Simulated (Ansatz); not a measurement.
**Formation energy and levels of the vacancy V_O in Al2O3 (R-3c)**

Aim: at which Fermi levels does V_O in Al2O3 (R-3c) change its charge? The model is a cell of 80 host atoms with 1 O taken out.

Calculated with Ansatz 0.2.0; place-levels on PBEsol runs: charge-transition levels and formation energies with image-charge correction and potential alignment at the atomic sites.

**What experiment says.**

“Multi-petahertz electron interference in Cr:Al2O3 solid-state material” (2018, pmc:5906618) quotes from earlier work for Al2O3, alpha (corundum) (high-purity reference sample): band gap (optical band gap of host from absorption) 8.7 eV [literature value quoted for a high-purity sample; optical absorption edge, temperature …].

Most raw output is cut from this account.

## (1) The structure

The cell holds 79 atoms: 32 Al and 47 O. Its edges and angles: a = 10.280 Å, b = 10.280 Å, c = 10.280 Å, α = 55.3°, β = 55.3°, γ = 55.3°. It derives from Al2O3 (space group R-3c). Nearest the centre at fractional (0.625, 0.278, 0.472): Al41 at 1.86 Å, Al2 at 1.86 Å, Al53 at 1.97 Å, Al52 at 1.97 Å, O16 at 2.53 Å, O79 at 2.53 Å, O57 at 2.62 Å, O18 at 2.62 Å.

As a file:

Known beforehand: the electronic dielectric constant, (3.30, 3.30, 3.26), and the static one, (9.72, 9.72, 11.81), computed on the host (DFPT, PBEsol).

The cell's shortest repeat is 9.5 Å.

## (2) What was run first

A transition level is the Fermi level at which two charge states cost the same, so each charge needs its own total energy, at its own relaxed structure.

Each atom starts 0.05 Å or so off its site in a random direction: a symmetric start keeps its symmetry, and would miss off-centre moves and Jahn–Teller distortions. Forces are taken at one point at (¼, ¼, ¼). The cell holds 1 electron more than the neutral one, with a uniform background that keeps it neutral on the whole. The electron count is odd, so at least one spin is unpaired; this run locks the moment at 1 μB.

The sampling was tested on the host first: at the k-points planned (1x1x1 shifted 0.25 0.25 0.25) its energy lies 0.004 eV an atom from the dense-mesh value, under the bound of 0.02 eV set for this test; that bounds the host's error, not the defect's.

One state's input; the others differ in charge, spin, start and seed, and in occupations where the table says so.

Input file qm1_M1.relax/input.yaml:

```yaml
crystal:
  lattice:
    - [2.38693371, 1.37809682, 4.33826903]
    - [-2.38693371, 1.37809682, 4.33826903]
    - [0.0, -2.75619364, 4.33826903]
  atoms:
    - { symbol: Al, position: [0.64792089, 0.64792089, 0.64792089] }
    - { symbol: Al, position: [0.85207911, 0.85207911, 0.85207911] }
    - { symbol: Al, position: [0.14792089, 0.14792089, 0.14792089] }
    - { symbol: Al, position: [0.35207911, 0.35207911, 0.35207911] }
    - { symbol: O, position: [0.44414023, 0.05585977, 0.75] }
    - { symbol: O, position: [0.94414023, 0.25, 0.55585977] }
    - { symbol: O, position: [0.05585977, 0.75, 0.44414023] }
    - { symbol: O, position: [0.75, 0.44414023, 0.05585977] }
    - { symbol: O, position: [0.25, 0.55585977, 0.94414023] }
    - { symbol: O, position: [0.55585977, 0.94414023, 0.25] }
  supercell: [2, 2, 2]
  defects: [{ vacancy: 48 }]
total_charge: -1
basis:
  ecutwfc: 420
  xc_grid: 2
hamiltonian:
  xc: pbesol
kpoints:
  mp_grid: { grid: [1, 1, 1], shift: [0.25, 0.25, 0.25] }
magnetization:
  spin_polarized: true
  initial_magnetization: 1
  spin_locking: { lock_magnetization: hard }
scf:
  occupations: { method: fixed }
  max_iter: 80
output:
  forces: true
  charged_corrections: { epsilon: [3.3, 3.3, 3.26], static_epsilon: [9.72, 9.72, 11.81] }
relax:
  f_tol: 0.02
  max_steps: 80
  random_displacement: { amplitude: 0.05, seed: 6125 }
checkpoint:
  write: "../qm1_M1.relax.run"
  compress: false
  write_wavefunctions: true
  write_every: 100000
```

Run with:

```
ansatz run input.yaml --threads 8 --pin off --max-ram 22609MiB --backend cpu --events-out ev --progress --plain --runs-dir out
```

Defect states can disperse in a cell of this size, so the energy is taken again at a 2×2×2 shifted mesh, on the relaxed structure.

The run of this state that the levels use, under PBEsol:

Input file qm1_M1.point/input.yaml:

```yaml
crystal:
  checkpoint: "../qm1_M1.relax.run"
  host: checkpoint
total_charge: -1
basis:
  ecutwfc: 420
  xc_grid: 2
hamiltonian:
  xc: pbesol
kpoints:
  mp_grid: { grid: [2, 2, 2], shift: [0.5, 0.5, 0.5] }
magnetization:
  spin_polarized: true
  initial_magnetization: 1
  spin_locking: { lock_magnetization: hard }
scf:
  occupations: { method: fermi_dirac, width: 0.01 }
  max_iter: 80
output:
  forces: true
  eigenvalues: true
  charged_corrections:
    epsilon: [3.3, 3.3, 3.26]
    static_epsilon: [9.72, 9.72, 11.81]
    defect_position: [0.625, 0.278073, 0.471927]
  eigenstates: { localisation: true }
  populations: true
  efg: {}
checkpoint:
  read: "../qm1_M1.relax.run"
  write: "../qm1_M1.point.run"
  compress: false
  write_wavefunctions: false
  write_every: 100000
```

Relaxations under PBEsol at one point at (¼, ¼, ¼); times on 8 threads of Arm Neoverse V2, shared host:

```tsv
charge	moment (μB)	occupations	outcome	steps	largest displacement against the far atoms (Å)	time
−1	1	fixed	converged	5	0.11	52 s
0	0	fixed	converged	5	0.10	28 s
+1	1	fixed	converged	5	0.11	57 s
+2	0	fixed	converged	6	0.29	33 s
```

Single points under PBEsol at a 2×2×2 shifted mesh; times on 8 threads of Arm Neoverse V2, shared host:

```tsv
charge	moment (μB)	occupations	outcome	time
−1	1	fermi-dirac	converged	91 s
0	0	fermi-dirac	converged	36 s
+1	1	fermi-dirac	converged	85 s
+2	0	fermi-dirac	converged	35 s
```

Distances (Å) from the ideal centre to the nearest atoms after relaxation with PBEsol:

```tsv
charge	moment (μB)	1.	2.	3.	4.	5.	6.
−1	1	Al 1.75	Al 1.76	Al 1.98	Al 1.99	O 2.51	O 2.51
0	0	Al 1.76	Al 1.77	Al 1.98	Al 1.99	O 2.51	O 2.51
+1	1	Al 1.97	Al 1.98	Al 2.08	Al 2.08	O 2.47	O 2.47
+2	0	Al 2.14	Al 2.15	Al 2.16	Al 2.16	O 2.42	O 2.43
```

## (3) Levels against the band edges, PBEsol

A charged cell interacts with its images and the background, and its potential has another zero than the host's. place-levels removes the first by a point-charge model, screened by the static dielectric constant since the ions have relaxed around the charge, and the second by comparing potentials at atoms far from the defect.

The host is a run of the defect-free crystal in the same cutoffs, grids and k-points, so that basis and sampling errors cancel in part in the differences. The host is run in a cell of 10 atoms on a matching mesh. Its band edges are searched through the zone by a band path, so the gap is smaller than, or equal to, that on the mesh. Chemical potentials are energies per atom of O (O2 molecule), run with the same functional and cutoff.

Input file levels.point.yaml:

```yaml
host:
  run: host.point.run
states: [qm1_M1.point.run, q0.point.run, qp1_M1.point.run, qp2.point.run]
geometry_from:
  qm1_M1.point.run: qm1_M1.relax.run
  q0.point.run: q0.relax.run
  qp1_M1.point.run: qp1_M1.relax.run
  qp2.point.run: qp2.relax.run
  host.point.run: host.relax.run
chemical_potentials:
  O:
    energy: -558.282649
    dataset: "<sha256 of the dataset>"
epsilon: [3.3, 3.3, 3.26]
static_epsilon: [9.72, 9.72, 11.81]
vertical:
  - { from: qm1_M1.point.run, to: qm1_M1.point_neutral.run }
  - { from: qp1_M1.point.run, to: qp1_M1.point_neutral.run }
  - { from: qp2.point.run, to: qp2.point_neutral.run }
```

Run with:

```
ansatz place-levels levels.point.yaml -- --threads 8 --pin off --max-ram 22609MiB
```

The job ended after 0.43 s (8 threads of Arm Neoverse V2, shared host).

Under PBEsol the gap is 6.03 eV, (+2/+1) 2.35, (+1/0) 2.80, (0/−1) 6.03 (with band filling) eV.

Levels between the charges placed, in eV above the valence top:

```tsv
	gap (eV)	(+2/+1)	(+1/0)	(0/−1)
PBEsol	6.03	2.35	2.80	6.03
```

Corrections by state:

```tsv
charge	moment (μB)	image terms and alignment (eV)	band filling (eV)	ε used	over the lowest of its charge, as the program ranks them, band filling apart (eV)
+2	0.0	0.599	-	principal values (9.72, 9.72, 11.81)	0.000
+1	1.0	0.089	-	principal values (9.72, 9.72, 11.81)	0.000
0	0.0	0.000	-	-	0.000
−1	1.0	0.311	-0.882	principal values (9.72, 9.72, 11.81)	0.000
```

The charged structures listed were also run neutral, and place-levels reads from each pair, by the potential or the spins, how wide the charge is by which they differ; that can be the carrier of either run.

```tsv
charge	rms radius (Å)	spread where it is widest against the cell (Å)	wide from (Å)	reading
+2	1.9	1.11	1.36	narrow
+1	1.5	0.92	1.36	narrow
−1	3.7	2.28	1.36	wide
```

The neutral runs of these pairs need not share the spin of the lowest neutral state, and very wide values only mean spread over the cell.

From the program's caveats on the states, each cut to its opening words:

- charge +2: it parts from the run that its charge is read beside by 2 carriers, of which the mean alone is read, by its potential at epsilon [3.3, 3.3, 3.26], taken for [...]
- charge +2: its displacements don't fall off away from the defect: farther atoms stand 0.016 Å off the host's places
- charge −1 (1 μB): it parts from the run at its places by a charge that spreads by about 2.3 Å along one vector (1.4 Å or more is wide), by its potential at epsilon [3.3, 3.3, [...]
- charge −1 (1 μB): a band-filling correction moves a carrier to the host's band edge, which changes its energy by -0.882 eV
- charge −1 (1 μB): the host's ions (past the first shell or, of a walk that freed a part, those that it held) aren't shown at rest: they stand up to 0.027 Å off their sites, 0.08 [...]
- charge −1 (1 μB): its moments are held at its close (magnetization.spin_locking), by a field of 0.202 eV a Bohr magneton, and its energy and levels are of the state that this [...]

The host's formation energy from the elements is -3.094 eV per atom; it sets how far the chemical potentials can move.

Limit set by the element alone; other compounds of these elements are not counted. Chemical potentials from the elements' reference states: Al 0.00 eV, O -5.16 eV. Formation energy by charge state (Al-rich; gap 6.03 eV):

```tsv
charge	at valence top (eV)	at conduction bottom (eV)	correction included (eV)
+2	-3.38	8.68	0.60
+1	-1.04	4.99	0.09
0	1.77	1.77	0.00
−1	7.80	1.77	-0.57
```

| Fermi level (eV) | lowest formation energy (eV) |
| --- | --- |
| 0.00 | -3.38 |
| 0.55 | -2.29 |
| 1.10 | -1.19 |
| 1.64 | -0.10 |
| 2.19 | 1.00 |
| 2.74 | 1.70 |
| 3.29 | 1.77 |
| 3.84 | 1.77 |
| 4.39 | 1.77 |
| 4.93 | 1.77 |
| 5.48 | 1.77 |
| 6.03 | 1.77 |

Limit set by the element alone; other compounds of these elements are not counted. Chemical potentials from the elements' reference states: O 0.00 eV, Al -7.73 eV. Formation energies (O-rich), with the Fermi level at the valence top and at the conduction bottom (gap 6.03 eV):

```tsv
charge	at valence top (eV)	at conduction bottom (eV)	correction included (eV)
+2	1.77	13.83	0.60
+1	4.12	10.15	0.09
0	6.92	6.92	0.00
−1	12.95	6.92	-0.57
```

| Fermi level (eV) | lowest formation energy (eV) |
| --- | --- |
| 0.00 | 1.77 |
| 0.55 | 2.87 |
| 1.10 | 3.96 |
| 1.64 | 5.06 |
| 2.19 | 6.15 |
| 2.74 | 6.86 |
| 3.29 | 6.92 |
| 3.84 | 6.92 |
| 4.39 | 6.92 |
| 4.93 | 6.92 |
| 5.48 | 6.92 |
| 6.03 | 6.92 |

## (4) The same at the relaxations' own k-points

The relaxations' own energies give the levels at their sampling, for comparison.

Input file levels.relax_mesh.yaml:

```yaml
host:
  run: host.relax.run
states: [qm1_M1.relax.run, q0.relax.run, qp1_M1.relax.run, qp2.relax.run]
chemical_potentials:
  O:
    energy: -558.282649
    dataset: "<sha256 of the dataset>"
```

Run with:

```
ansatz place-levels levels.relax_mesh.yaml -- --threads 8 --pin off --max-ram 22609MiB
```

Run time: 0.12 s. Hardware: 8 threads.

Levels between neighbouring charges, in eV above the valence top:

```tsv
	gap (eV)	(+2/+1)	(+1/0)	(0/−1)
one point at (¼, ¼, ¼)	6.03	2.27	2.74	6.06
a 2×2×2 shifted mesh	6.03	2.35	2.80	6.03
```

Going from one point at (¼, ¼, ¼) to a 2×2×2 shifted mesh moves the levels that carry no band-filling term by up to 0.07 eV and formation energies against the elements by up to 0.12 eV; band-filling terms, which differ between samplings, are in these energies.

## (5) Placing the levels, r2SCAN

r2SCAN on the same structure is run to see how far the result rests on the functional, though not on the errors that semilocal functionals share; the sampling changes too, to one point at (¼, ¼, ¼), so differences hold both changes.

qm1_M1.r2scan/input.yaml, as its differences from qm1_M1.point/input.yaml of step 2:

```diff
@@ -5,8 +5,8 @@
 basis:
-  ecutwfc: 420
+  ecutwfc: 500
   xc_grid: 2
 hamiltonian:
-  xc: pbesol
+  xc: r2scan
 kpoints:
-  mp_grid: { grid: [2, 2, 2], shift: [0.5, 0.5, 0.5] }
+  mp_grid: { grid: [1, 1, 1], shift: [0.25, 0.25, 0.25] }
 magnetization:
@@ -29,4 +29,3 @@
 checkpoint:
-  read: "../qm1_M1.relax.run"
-  write: "../qm1_M1.point.run"
+  write: "../qm1_M1.r2scan.run"
   compress: false
```

Elapsed: 48 s, on 8 threads; peak memory 3 GiB; 6 min of CPU time.

Input file levels.r2scan.yaml:

```yaml
host:
  run: host.r2scan.run
  levels_from: { run: edges.r2scan.run }
states: [qm1_M1.r2scan.run, q0.r2scan.run, qp1_M1.r2scan.run, qp2.r2scan.run]
geometry_from:
  qm1_M1.r2scan.run: qm1_M1.relax.run
  q0.r2scan.run: q0.relax.run
  qp1_M1.r2scan.run: qp1_M1.relax.run
  qp2.r2scan.run: qp2.relax.run
  host.r2scan.run: host.relax.run
chemical_potentials:
  O:
    energy: -565.983079
    dataset: "<sha256 of the dataset>"
```

Run with:

```
ansatz place-levels levels.r2scan.yaml -- --threads 8 --pin off --max-ram 22609MiB
```

It took 0.26 s on 8 threads.

Under r2SCAN the gap is 7.03 eV, (+2/+1) 2.56, (+1/0) 3.28, (0/−1) 7.07 (outside the gap) (with band filling) eV.

## (6) The ladder

Levels between neighbouring charges, in eV above each run's own valence top:

```tsv
	gap (eV)	(+2/+1)	(+1/0)	(0/−1)	CPU time a state at this stage (restarts are quicker than cold starts)
PBEsol, 2×2×2 shifted mesh	6.03	2.35	2.80	6.03	7.2 min
r2SCAN on PBEsol structures, (¼, ¼, ¼)	7.03	2.56	3.28	7.07	3.9 min
```

## (7) What came out

```json
{"gap of the host": "6.03 eV (PBEsol)", "level (plus 2/plus 1)": "2.35 eV above the valence top", "level (plus 1/0)": "2.80 eV above the valence top", "level (0/minus 1)": "6.03 eV above the valence top, at the conduction bottom (6.91 eV above the valence top without the band-filling term)", "lowest of the charges placed, just above the valence top (0.02 eV)": "+2", "lowest of the charges placed, just below the conduction bottom (0.02 eV)": "0", "lowest formation energy at mid-gap of the charges run, Al-rich": "1.77 eV", "lowest formation energy at mid-gap of the charges run, O-rich": "6.92 eV"}
```

**Reading.** Of the charges placed (−1, 0, +1 and +2), the lowest changes at 2.35 eV (+2/+1) and 2.80 eV (+1/0) above the valence top, in a gap of 6.03 eV. Charges above +2 were not placed, so these runs say nothing of levels that involve them. States placed: +2 at 0 μB; +1 at 1 μB; 0 at 0 μB; −1 at 1 μB. Other spin states or structures, where not listed, weren't placed. The program finds carriers beyond a band edge of the host and adds a band-filling term at charge −1 (-0.88 eV); steps to such a charge show no bound level, and a defect level inside a band would be read the same way. Going from one point at (¼, ¼, ¼) to a 2×2×2 shifted mesh moves the levels that carry no band-filling term by up to 0.07 eV and formation energies against the elements by up to 0.12 eV; band-filling terms, which differ between samplings, are in these energies. Limits: PBEsol makes the gap too small and tends to spread out bound carriers; where a gas molecule sets a chemical potential or the host's formation energy, its binding is uncorrected; force components of up to 0.48 eV/Å remain in a run at the final settings.

Computed beside measured:

| quantity | measured | PBEsol | r2SCAN |
| --- | --- | --- | --- |
| band gap (least gap of the host; the measured gap is an optical one, which needn't be the least gap) (eV) | 8.7 | 6.03 (-2.67 eV) | 7.03 (-1.67 eV) |

Measured values from pmc:5906618 (2018).

How well it matches: For the band gap, of the levels listed nearest comes r2SCAN (-1.67 eV, a clear miss) and farthest PBEsol (-2.67 eV, a clear miss). Local and semilocal functionals usually give gaps below the measured ones. An optical gap can lie under the band gap by the exciton's binding. Zero-point and thermal motion shift the measured gap.

[Logs are printed without paths, hosts, clocks, repeated set-up lines and the standing remarks that a program may print on its own settings, such as how far it seeks lower states.]

[Hosts, paths, dates, database ids (printed as entryN), source tags and the programs' standing remarks are cut or masked in the printed files.]

[Where a table of states has a column of steps, it counts the stored structures, which are thinned; the runs took as many ionic steps or more.]

[A defect's name tells the site on which it was built; relaxed atoms can leave that site.]

[For some hosts the program warned that the k-mesh of the response run may be too coarse for force constants and the static dielectric constant; such warnings are not shown here.]
